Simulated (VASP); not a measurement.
VASP 6.6.1 run: GaN

INCAR

```
ISMEAR = -1
EDIFF = 1E-7
SIGMA = 0.02
ISIF = 2
BMIX = 0.0001
NSW = 0
IBRION = -1
NBANDS = 16
ISYM = 0
GGA = PE
LCHARG = .FALSE.
NELM = 120
AMIX = 0.2
PREC = Accurate
LWAVE = .FALSE.
LREAL = .FALSE.
NELMIN = 8
ENCUT = 520
LASPH = .TRUE.
```

KPOINTS

```
KPOINTS created by Atomic Simulation Environment
0
Gamma
4 4 4
0 0 0
```

POSCAR

```
Ga N
 1.0000000000000000
     0.0000000000000000    2.0874300820000000    2.1300713252999999
     2.0874300820000000    0.0000000000000000    2.1300713252999999
     2.0874300820000000    2.0874300820000000    0.0000000000000000
 Ga  N
   1   1
Cartesian
  0.0000000000000000  0.0000000000000000  0.0000000000000000
  2.0874300820000000  2.0874300820000000  2.1300713252999994
```

The recommended PBE PAW datasets give the neutral cell 18 valence electrons.

Command

```
mpirun -np 1 vasp_std
```

OSZICAR

```
N       E                     dE             d eps       ncg     rms          rms(c)
DAV:   1     0.683577681458E+02    0.68358E+02   -0.92820E+03  1360   0.213E+03
DAV:   2    -0.902966760234E+01   -0.77387E+02   -0.71680E+02  1328   0.304E+02
DAV:   3    -0.129386074647E+02   -0.39089E+01   -0.38970E+01  1336   0.602E+01
DAV:   4    -0.129698975089E+02   -0.31290E-01   -0.31288E-01  1432   0.564E+00
DAV:   5    -0.129702912923E+02   -0.39378E-03   -0.39378E-03  1408   0.575E-01    0.751E+00
DAV:   6    -0.114480830630E+02    0.15222E+01   -0.13300E+00  1608   0.232E+01    0.378E+00
DAV:   7    -0.110443359397E+02    0.40375E+00   -0.10801E+00  1600   0.179E+01    0.193E+00
DAV:   8    -0.110325747619E+02    0.11761E-01   -0.11824E-01  1440   0.545E+00    0.422E-01
DAV:   9    -0.110326210936E+02   -0.46332E-04   -0.43963E-03  1320   0.962E-01    0.183E-01
DAV:  10    -0.110318329305E+02    0.78816E-03   -0.15204E-03  1544   0.140E+00    0.650E-02
DAV:  11    -0.110318469427E+02   -0.14012E-04   -0.31298E-04  1464   0.180E-01    0.385E-02
DAV:  12    -0.110318523360E+02   -0.53933E-05   -0.18576E-05  1584   0.125E-01    0.147E-02
DAV:  13    -0.110318512888E+02    0.10472E-05   -0.40709E-06  1464   0.512E-02    0.544E-03
DAV:  14    -0.110318513406E+02   -0.51777E-07   -0.37163E-07  1432   0.534E-03
   1 F= -.11031851E+02 E0= -.11031851E+02  d E =-.380230E-08
```

From OUTCAR

```
k-points           NKPTS =     36   k-points in BZ     NKDIM =     36   number of bands    NBANDS=     16

   NELECT =      18.0000    total number of electrons

   dimension x,y,z NGX =    24 NGY =   24 NGZ =   24
   dimension x,y,z NGXF=    48 NGYF=   48 NGZF=   48

  energy-cutoff  :      520.00
  volume of cell :       18.56
      direct lattice vectors                 reciprocal lattice vectors
     0.000000000  2.087430082  2.130071325    -0.239528981  0.239528981  0.234733924
     2.087430082  0.000000000  2.130071325     0.239528981 -0.239528981  0.234733924
     2.087430082  2.087430082  0.000000000     0.239528981  0.239528981 -0.234733924

 k-points in reciprocal lattice and weights: KPOINTS created by Atomic Simulation Env
   0.00000000  0.00000000  0.00000000       0.016
   0.25000000  0.00000000  0.00000000       0.031
   0.00000000  0.00000000 -0.25000000       0.031
   0.00000000  0.25000000  0.00000000       0.031
   0.25000000  0.25000000  0.25000000       0.031
   0.50000000  0.00000000  0.00000000       0.016
  -0.00000000 -0.00000000  0.50000000       0.016
   0.00000000  0.50000000  0.00000000       0.016
   ...

 E-fermi :   8.4151

 k-point     1 :       0.0000    0.0000    0.0000
  band No.  band energies     occupation
      1      -9.3153      2.00000
      2      -5.9248      2.00000
      3      -5.9141      2.00000
      4      -5.9141      2.00000
      5      -5.8322      2.00000
      6      -5.8024      2.00000
      7       7.6053      2.00000
      8       7.6053      2.00000
      9       7.7865      2.00000
     10      10.5973      0.00000
     11      22.8331      0.00000
     12      22.9947      0.00000
     13      22.9947      0.00000
     14      23.6055      0.00000
     15      24.2709      0.00000
     16      24.4613      0.00000

 k-point     2 :       0.2500    0.0000    0.0000
  band No.  band energies     occupation
      1      -8.1301      2.00000
      2      -5.9751      2.00000
      3      -5.9590      2.00000
      4      -5.9559      2.00000
      5      -5.7865      2.00000
      6      -5.7848      2.00000
      7       3.3488      2.00000
      8       7.8038      2.00000
      9       7.8170      2.00000
     10      13.1665      0.00000
     11      17.8786      0.00000
     12      19.3350      0.00000
     13      19.7792      0.00000
     14      23.7532      0.00000
     15      26.1337      0.00000
     16      26.1341      0.00000

 k-point     3 :       0.0000    0.0000   -0.2500
  band No.  band energies     occupation
      1      -8.1301      2.00000
      2      -5.9751      2.00000
      3      -5.9590      2.00000
      4      -5.9559      2.00000
      5      -5.7865      2.00000
      6      -5.7848      2.00000
      7       3.3488      2.00000
      8       7.8038      2.00000
      9       7.8170      2.00000
     10      13.1665      0.00000
     11      17.8786      0.00000
     12      19.3349      0.00000
     13      19.7792      0.00000
     14      23.7532      0.00000
     15      26.1337      0.00000
     16      26.1341      0.00000

 ...

  Total        1.4395727      1.4395673      0.9761045      0.0000010      0.0000146      0.0000102
  in kB      124.2499325    124.2494645     84.2478572      0.0000892      0.0012642      0.0008818
  external PRESSURE =     110.9157514 kB  Pullay stress =       0.0000000 kB

 POSITION                                       TOTAL-FORCE (eV/Angst)
 -----------------------------------------------------------------------------------
      0.00000      0.00000      0.00000        -0.000001     -0.000002     -0.000000
      2.08743      2.08743      2.13007         0.000001      0.000002      0.000000
 -----------------------------------------------------------------------------------
    total drift:                                0.000003      0.000003     -0.000002

  FREE ENERGIE OF THE ION-ELECTRON SYSTEM (eV)
  ---------------------------------------------------
  free  energy   TOTEN  =       -11.0318513406 eV

  energy  without entropy=      -11.0318513368  energy(sigma->0) =      -11.03185134
```

It converged. Results: gap between bands v and c on the k mesh 0.66 eV; least direct gap on the k mesh 2.81 eV; pressure 11.1 GPa. Band v is the last that the valence electrons fill when counted band by band, and c is the next.

These settings aren't sound, so the numbers aren't properties of the crystal.

On sound settings PBE gives a gap of 0.61 eV on its mesh and a pressure of 11.8 GPa for the intended cell.

The run took about 7.4 s on one core of a shared host (Intel Xeon Platinum 8488C) and held 0.14 GiB at most.
